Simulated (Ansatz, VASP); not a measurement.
# One calculation of ZnS, 4 ways

The starting cell:

```
Zn S
1.0
     0.00000    2.70200    2.70200
     2.70200    0.00000    2.70200
     2.70200    2.70200    0.00000
Zn S
1 1
Direct
  0.75000 0.75000 0.75000
  0.00000 0.00000 0.00000
```

Alike in all runs: task relaxation of cell and atoms; functional PBE; k mesh 9 × 9 × 9; occupations fermi-dirac, width 0.05 eV; no spin polarisation; no spin-orbit coupling.

```json
{"program and potentials": "VASP, PBE PAW files S, Zn, release 54, 580 eV", "plane-wave cutoff (eV)": "580", "notes": "-", "equilibrium volume (Å³/atom)": "20.20"}
{"program and potentials": "Ansatz, all-electron LAPW, scalar-relativistic", "plane-wave cutoff (eV)": "-", "notes": "-", "equilibrium volume (Å³/atom)": "20.16"}
{"program and potentials": "VASP, PBE PAW files S, Zn, 600 eV", "plane-wave cutoff (eV)": "600", "notes": "-", "equilibrium volume (Å³/atom)": "20.20"}
{"program and potentials": "VASP, PBE PAW files S_h, Zn, 980 eV", "plane-wave cutoff (eV)": "980", "notes": "-", "equilibrium volume (Å³/atom)": "20.23"}
```

The equilibrium volume spans 20.16 (Ansatz, all-electron LAPW, scalar-relativistic) to 20.23 Å³/atom (VASP, PBE PAW files S_h, Zn, 980 eV), with all-electron results at 20.16. Relaxations stop with a little pressure left, so the last digit of a volume isn't settled.

The functional is the same throughout but for its coding, so the spread measures potentials, basis and numerics; runs on potential files found faulty are left out.

The four calculations give practically the same equilibrium volume for ZnS, from 20.16 to 20.23 Å³/atom. Such agreement is expected for a polar-covalent, tetrahedrally bonded semiconductor with a filled Zn 3d shell: the bonding rests mainly on S 3p and Zn 4s and 4p states, which PAW potentials describe well, and there is no open d shell to produce competing electronic solutions.

The harder sulfur potential doesn't bring the volume closer to the all-electron value, so the softer sulfur core is probably not the main source of the small remaining offset. The zinc potential or the LAPW basis could contribute as much, and these runs can't separate them.

All four volumes lie somewhat above the experimental one for zinc blende. This is the familiar underbinding of PBE, whose gradient correction tends to weaken bonds and lengthen them. Because the programs share this error, their agreement supports the numerical soundness of the PBE volume, not its accuracy for the real crystal.
